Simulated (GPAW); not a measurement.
Runs of GPAW 26.7.0 on Ge. Symmetry: Fd-3m, No. 227, cubic system. Conventional cell: a = 5.658 Å, b = 5.658 Å, c = 5.658 Å, α = 90.00°, β = 90.00°, γ = 90.00°. Around Ge (site symmetry -43m) lie 4 Ge at 2.45 Å. 

```tsv
task	level	potentials or basis	cell	k mesh	cutoff (eV)	smearing	optimizer	fmax	max steps	target pressure	convergence	gap on the mesh (eV)	pressure (GPa)
relaxation of cell and atoms	PBEsol	PAW data sets generated in the run's folder for this functional, pw	relaxed to 2 GPa	8 × 8 × 8	600	fermi-dirac 0.05 eV	BFGS	0.02 eV/Å	60	2 GPa	density=1e-05 forces=0.0001	0.18	2.0
relaxation of cell and atoms	PBEsol	PAW data sets generated in the run's folder for this functional, pw	relaxed to 20 GPa	8 × 8 × 8	600	fermi-dirac 0.05 eV	BFGS	0.02 eV/Å	60	20 GPa	density=1e-05 forces=0.0001	(b)	20.0
relaxation of cell and atoms	PBEsol	PAW data sets generated in the run's folder for this functional, pw	relaxed	8 × 8 × 8	600	fermi-dirac 0.05 eV	BFGS	0.02 eV/Å	60	-	density=1e-05 forces=0.0001	none	0.0
relaxation of cell and atoms	PBEsol	PAW data sets generated in the run's folder for this functional, pw	relaxed to 5 GPa	8 × 8 × 8	600	fermi-dirac 0.05 eV	BFGS	0.02 eV/Å	60	5 GPa	density=1e-05 forces=0.0001	0.30	5.0
relaxation of cell and atoms	PBEsol	PAW data sets generated in the run's folder for this functional, pw	relaxed to 30 GPa	8 × 8 × 8	600	fermi-dirac 0.05 eV	BFGS	0.02 eV/Å	60	30 GPa	density=1e-05 forces=0.0001	0.09	30.0
relaxation of cell and atoms	PBEsol	PAW data sets generated in the run's folder for this functional, pw	relaxed to 10 GPa	8 × 8 × 8	600	fermi-dirac 0.05 eV	BFGS	0.02 eV/Å	60	10 GPa	density=1e-05 forces=0.0001	(a)	9.9
```

Alike in all rows: no spin polarisation.

Question: Fill in the values left out.

Answer: (a) 0.34; (b) 0.20.

Caveats: later steps reuse the first step's grids.

A k mesh can miss the band edges, and the runs leave out spin-orbit coupling on Ge.

A gap of «none» marks a metal or a gap under the smearing width.

Runs at the PBE level aren't shown here.
